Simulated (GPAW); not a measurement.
# TiAl3 (I4/mmm) in GPAW: single point with PBE

Aim: the single point of TiAl3 with PBE.

Everything below comes from runs of GPAW 26.7.0. Logs are shortened: lines on timing, memory, paths and dates and some standing lists are left out, and cuts for length are marked. The log counts tension as positive stress, the text compression.

### Step 1. The undisturbed crystal

The structure is tetragonal, space group I4/mmm (No. 139). The conventional cell has a = 3.822 Å, b = 3.822 Å, c = 8.561 Å, α = 90.00°, β = 90.00°, γ = 90.00°. Ti (site symmetry 4/mmm) has 12 Al at 2.70 to 2.87 Å as nearest neighbours. Al (site symmetry -4m2) has 8 Al at 2.70 to 2.87 Å and 4 Ti at 2.87 Å as nearest neighbours. Al (site symmetry 4/mmm) has 4 Ti at 2.70 Å and 8 Al at 2.87 Å as nearest neighbours.

The cell comes from a database or a generator and needn't be the stable form of this composition.

### Step 2. Single point, PBE (atoms moved at random, drawn with an rms of 0.05 Å)

run.py

```python
from ase import Atoms
from ase.dft.bandgap import bandgap
from ase.io import write
from ase.units import GPa
from ase.parallel import parprint
from gpaw import GPAW, PW

atoms = Atoms(['Ti', 'Al', 'Al', 'Al'],
              cell=[[-1.9111067713, 1.9111067713, 4.2806687947],
                    [1.9111067713, -1.9111067713, 4.2806687947],
                    [1.9111067713, 1.9111067713, -4.2806687947]],
              scaled_positions=[[-0.009619, 0.000376, -0.004786],
                                [0.256637, 0.753473, 0.518822],
                                [0.746038, 0.242683, 0.496925],
                                [0.502858, 0.487531, 0.00014]],
              pbc=True)

calc = GPAW(mode=PW(600),
            xc='PBE',
            kpts={'size': (10, 10, 10), 'gamma': True},
            occupations={'name': 'fermi-dirac', 'width': 0.05},
            nbands=23,
            convergence={'density': 1e-05, 'energy': 1e-05},
            maxiter=150,
            txt='gpaw.txt')
atoms.calc = calc
energy = atoms.get_potential_energy()
forces = atoms.get_forces()
stress = atoms.get_stress()
calc.write('gs.gpw')
write('result.traj', atoms)
parprint(f'Energy: {energy:.6f} eV')
parprint('Forces (eV/A):')
parprint(forces.round(4))
parprint('Stress (GPa):', (stress / GPa).round(3))
parprint('Fermi level:', round(calc.get_fermi_level(), 4), 'eV')
parprint(f'Gap: {bandgap(calc)[0]:.4f} eV, direct: {bandgap(calc, direct=True)[0]:.4f} eV')
```

Potentials or basis: GPAW PAW data sets (gpaw-data 1.2.1), pw.

Launch:

```bash
OMP_NUM_THREADS=1 mpirun -n 4 gpaw python run.py
```

gpaw.txt:

```text
__  _  _
 | _ |_)|_||  |
 |__||  | ||/\| - 26.7.0

Input parameters:
  mode=PW(ecut=600.0),
  convergence={'density': 1e-05, 'energy': 1e-05},
  kpts=MonkhorstPack(size=(10, 10, 10), gamma=True),
  maxiter=150,
  nbands=23,
  occupations=Occupations(name='fermi-dirac', width=0.05),
  xc=XC(name='PBE')

Diagonalizing LCAO Hamiltonian
Converting LCAO to pw mode

       Al
         Al

            Al

       Ti

Atoms  # Å, Bohr magnetons
|   | symbol |         x |         y |         z |    initial magnetic moments |
|---|--------|-----------|-----------|-----------|-----------------------------|
| 0 |     Ti |  0.009955 | -0.028248 | -0.019079 | ( 0.0000,  0.0000,  0.0000) |
| 1 |     Al |  1.941031 |  0.042018 |  2.103041 | ( 0.0000,  0.0000,  0.0000) |
| 2 |     Al | -0.012288 |  1.911642 |  2.105216 | ( 0.0000,  0.0000,  0.0000) |
| 3 |     Al | -0.029024 |  0.029559 |  4.238928 | ( 0.0000,  0.0000,  0.0000) |

Unit cell  # Å
| periodic |         x |         y |         z |  lengths |     angles |
|----------|-----------|-----------|-----------|----------|------------|
|      yes | -1.911107 |  1.911107 |  4.280669 | 5.062488 | 135.641745 |
|      yes |  1.911107 | -1.911107 |  4.280669 | 5.062488 | 135.641745 |
|      yes |  1.911107 |  1.911107 | -4.280669 | 5.062488 |  64.534693 |

Number of symmetries: 1
Symmetry operations  # r_c * U_cc + t_c -> r_c
|   | kind |            matrix            |
|---|------|------------------------------|
| 0 |  E   |  1, 0, 0,  0, 1, 0,  0, 0, 1 |

BZ-sampling:
  Number of BZ points: 1000
  Number of IBZ points: 504

  Monkhorst-Pack size: [10, 10, 10]
  Monkhorst-Pack shift: [0.05, 0.05, 0.05]

K-points  # in reciprocal-cell coordinates
|     |                                coordinates |     weight |
|-----|--------------------------------------------|------------|
|   0 | (  0.00000000,   0.00000000,   0.00000000) | 0.00100000 |
|   1 | (  0.00000000,   0.00000000,   0.10000000) | 0.00200000 |
|   2 | (  0.00000000,   0.00000000,   0.20000000) | 0.00200000 |
|   3 | (  0.00000000,   0.00000000,   0.30000000) | 0.00200000 |
|   4 | (  0.00000000,   0.00000000,   0.40000000) | 0.00200000 |
|   5 | (  0.00000000,   0.00000000,   0.50000000) | 0.00100000 |
|   6 | (  0.00000000,   0.10000000,  -0.40000000) | 0.00200000 |
|   7 | (  0.00000000,   0.10000000,  -0.30000000) | 0.00200000 |
|   8 | (  0.00000000,   0.10000000,  -0.20000000) | 0.00200000 |
|   9 | (  0.00000000,   0.10000000,  -0.10000000) | 0.00200000 |
| ... |                                            |            |
| 503 | (  0.50000000,   0.50000000,   0.50000000) | 0.00100000 |

Plane wave coefficients: 2122
Cutoff: 600.0 eV

Spin-components: 1 (collinear spins)
Bands:           23
Projectors:      21
Spin-degeneracy: 2
Datatype:        complex128

Parallelization:
  kpt:    4
  domain: 1
  band:   1

Density:
  Valence electrons: 21.0
  Components: 1
  Grid points: [30 30 30]
  Charge: 0.0  # |e|

Potential:
  Grid points: [30 30 30]

species:
  Ti:
    name:    Titanium
    Z:       22.0
    valence: 12
    core:    10
    charge:  0.0  # [|e|]
    compensation charges:
      type: gauss
      rc: 0.38  # [Å]
      lmax: 2
    cutoffs:
      filter: 2.23  # [Å]
      core: 1.02  # [Å]
    projectors
    | kind |    occ | energy [eV] | rcut [Å] |
    |------|--------|-------------|----------|
    |   3s |  2.000 |     -62.623 |    1.270 |
    |   4s |  2.000 |      -4.466 |    1.270 |
    |   3p |  6.000 |     -38.862 |    1.058 |
    |   4p |  0.000 |      -1.466 |    1.058 |
    |   3d |  2.000 |      -4.258 |    1.058 |
    |    d |        |      22.953 |    1.058 |

    Using partial waves for Ti as LCAO basis

  Al:
    name:    Aluminium
    Z:       13.0
    valence: 3
    core:    10
    charge:  0.0  # [|e|]
    compensation charges:
      type: gauss
      rc: 0.34  # [Å]
      lmax: 2
    cutoffs:
      filter: 1.91  # [Å]
      core: 2.36  # [Å]
    projectors
    | kind |    occ | energy [eV] | rcut [Å] |
    |------|--------|-------------|----------|
    |   3s |  2.000 |      -7.753 |    1.085 |
    |   3p |  1.000 |      -2.712 |    1.085 |
    |    s |        |      19.459 |    1.085 |
    |    p |        |      24.499 |    1.085 |
    |    d |        |       0.000 |    1.085 |

    Using partial waves for Al as LCAO basis

Reference energy: -43034.284076  # eV

eigensolver:
  PPCG
  Converge bands: occupied
  niter=2

density mixing:
  MSR1-Mixer
  Pratt-step length: 0.05
  Maximum mixing coefficient: 0.75
  Old densities: 10
  SVD Regularization: 0.005
  Good broyden scale: 1.0
  Trust region scale: 1.0
  Backstep threshold: 4.0
  History deletion threshold: 6.0
  Fourier metric: weight=20.0, sigma=0.015

occupation numbers:
  Fermi-Dirac:
    width: 0.0500  # eV

poisson solver:
  ecut: 4800.0  # eV

xc functional:
  name: PBE with 2 nearest neighbor stencil

convergence criteria:
- Maximum integral of absolute [dens]ity change: 1e-05 electrons / valence electron
- Maximum [total energy] change in last 3 cyles: 1e-05 eV / valence electron
- Maximum integral of absolute [eigenst]ate change: 4e-08 eV^2 / valence electron
maximum number of iterations: 150

SCF iterations
|iter     | |      energy | eigst |  dens |
|---------|-|-------------|-------|-------|
|iter:   1| |  -19.544531 | +0.09 |       |
|iter:   2| |  -19.509557 | -2.70 | -1.12 |
|iter:   3| |  -19.428638 | -2.38 | -1.15 |
|iter:   4| |  -19.420291 | -2.50 | -1.47 |
|iter:   5| |  -19.421105 | -3.56 | -2.12 |
|iter:   6| |  -19.420856 | -4.28 | -2.36 |
|iter:   7| |  -19.420865 | -5.54 | -3.31 |
|iter:   8| |  -19.420867c| -6.93 | -3.81 |
|iter:   9| |  -19.420867c| -7.91c| -4.35 |
|iter:  10| |  -19.420867c| -8.83c| -5.29c|

Converged in 10 steps
Energy contributions relative to reference atoms: (reference = -43034.284076)

Energy contributions:
  Kinetic:          25.020396
  Coulomb:         -17.624359
  Zero:             -0.046158
  External:          0.000000
  Xc:              -26.764008
  Entropy:          -0.013476
  Spinorbit:         0.000000
  ----------------------------
  Free energy:     -19.427605
  Extrapolated:    -19.420867

dipole moment: (-9.172876, 14.673528, -6.768423)  # |e|*Ang

Fermi level: 7.732
Eigenvalues  # (at kpt = [0.000, 0.000, 0.000])
| band index |      eig [eV] | occ [0-2] |
|------------|---------------|-----------|
|          0 |       -48.696 |     2.000 |
|        ... |               |           |
|          2 |       -25.025 |     2.000 |
|          3 |       -24.946 |     2.000 |
|          4 |        -2.398 |     2.000 |
|          5 |         4.866 |     2.000 |
|          6 |         5.092 |     2.000 |
|          7 |         6.316 |     2.000 |
[... 8 lines left out ...]
|         16 |        11.585 |     0.000 |
|         17 |        11.602 |     0.000 |
|        ... |               |           |
|         22 |        17.078 |     0.000 |

No gap
No difference between direct/indirect transitions

Forces  # eV/Ang
|        x |        y |        z |
|----------|----------|----------|
| -0.25856 |  0.56646 | -0.12567 |  # Ti   0
| -0.29128 | -0.32567 |  0.05081 |  # Al   1
|  0.21008 |  0.15784 |  0.05140 |  # Al   2
|  0.33976 | -0.39863 |  0.02355 |  # Al   3

Stress tensor  # eV/Ang^3
|         x |         y |         z |
|-----------|-----------|-----------|
| -0.015640 |  0.000201 | -0.001130 |
|  0.000201 | -0.015467 |  0.001258 |
| -0.001130 |  0.001258 | -0.013274 |

# Writing to gs.gpw (mode='')
```

Run time: 2.4 min. Hardware: 4 MPI ranks of Arm Neoverse V2, shared host; peak memory 0.35 GiB.

Results:

```
Free energy            : -19.4276 eV
Pressure               : 2.4 GPa
Largest force          : 0.635 eV/Å
Band gap on the k mesh : none (metal or under the smearing width)
```

Forces in eV/Å, atoms in the order of the input:
```
Ti  -0.259  0.566 -0.126
Al  -0.291 -0.326  0.051
Al   0.210  0.158  0.051
Al   0.340 -0.399  0.024
```

Levels at points of the mesh, in eV from the Fermi level:
```csv
k point,band 8,band 9,band 10,band 11,band 12,band 13,band 14,band 15
"(0.00, 0.00, 0.00)",-1.42,-1.23,-1.22,0.82,1.75,1.77,2.23,2.45
"(0.00, 0.00, 0.50)",-3.77,-2.72,-2.20,-0.99,1.79,1.97,2.70,2.85
"(0.00, 0.50, 0.00)",-2.96,-1.08,-0.24,0.51,1.83,2.20,2.74,3.13
"(0.00, 0.50, 0.50)",-2.96,-1.08,-0.24,0.51,1.83,2.20,2.74,3.15
"(0.50, 0.00, 0.00)",-2.96,-1.03,-0.28,0.52,1.83,1.99,2.73,3.21
"(0.50, 0.00, 0.50)",-2.96,-1.03,-0.28,0.52,1.82,2.00,2.74,3.18
"(0.50, 0.50, 0.00)",-3.77,-2.72,-2.21,-0.99,1.78,1.97,2.70,2.85
"(0.50, 0.50, 0.50)",-0.93,-0.92,-0.23,0.71,0.72,0.97,3.08,4.77
```
